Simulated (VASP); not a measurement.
# MgH2 in VASP 6.6.1, single-point calculation

INCAR

```
NBANDS = 9
NELM = 120
NSW = 0
ISMEAR = -1
SIGMA = 0.02
GGA = CA
IBRION = -1
EDIFF = 1E-7
BMIX = 0.5
ENCUT = 520
LASPH = .TRUE.
LCHARG = .FALSE.
LWAVE = .FALSE.
PREC = Accurate
ISIF = 2
LREAL = .FALSE.
```

KPOINTS

```
KPOINTS created by Atomic Simulation Environment
0
Gamma
10 10 10
0 0 0
```

POSCAR

```
Mg H
 1.0000000000000000
    -0.0000000000000000    2.3649613291016132    2.3649613291016132
     2.3649613291016132   -0.0000000000000000    2.3649613291016132
     2.3649613291016132    2.3649613291016132   -0.0000000000000000
 Mg  H
   1   2
Cartesian
 -0.0000000000000000  0.0000000000000000  0.0000000000000000
  1.1824806645508066  1.1824806645508066  1.1824806645508066
  3.5474419936524195  3.5474419936524200  3.5474419936524200
```

The recommended LDA PAW datasets give the neutral cell 4 valence electrons.

Command

```
mpirun -np 1 vasp_std
```

Q: Predict the outcome of this run.

A: It converged. Results: gap between bands v and c on the k mesh -1.78 eV (bands overlap: a metal); least direct gap on the k mesh 1.66 eV; pressure -3.0 GPa. Band v is the last that the valence electrons fill when counted band by band, and c is the next.

OSZICAR

```
N       E                     dE             d eps       ncg     rms          rms(c)
DAV:   1    -0.414819366619E+01   -0.41482E+01   -0.17163E+03   886   0.329E+02
DAV:   2    -0.976772101897E+01   -0.56195E+01   -0.52020E+01  1199   0.425E+01
DAV:   3    -0.988405644008E+01   -0.11634E+00   -0.11625E+00  1047   0.597E+00
DAV:   4    -0.988424356859E+01   -0.18713E-03   -0.18712E-03  1209   0.223E-01
DAV:   5    -0.988424380305E+01   -0.23447E-06   -0.23415E-06  1009   0.676E-03    0.463E+00
DAV:   6    -0.932434783339E+01    0.55990E+00   -0.47202E-01   883   0.252E+00    0.208E+00
DAV:   7    -0.917597801157E+01    0.14837E+00   -0.39029E-01   909   0.248E+00    0.315E-01
DAV:   8    -0.917648237841E+01   -0.50437E-03   -0.40600E-03   949   0.344E-01    0.739E-02
DAV:   9    -0.917629721590E+01    0.18516E-03   -0.43804E-04  1015   0.747E-02    0.723E-03
DAV:  10    -0.917629912008E+01   -0.19042E-05   -0.12298E-05  1000   0.209E-02    0.953E-03
DAV:  11    -0.917629782995E+01    0.12901E-05   -0.31525E-06   951   0.618E-03    0.360E-04
DAV:  12    -0.917629783414E+01   -0.41923E-08   -0.67967E-08   647   0.173E-03
   1 F= -.91762978E+01 E0= -.91758262E+01  d E =-.943245E-03
```

For comparison, a separate LDA run of the intended cell, on usual settings and not on those above, gives a gap of -1.78 eV on its mesh and a pressure of -3.0 GPa.
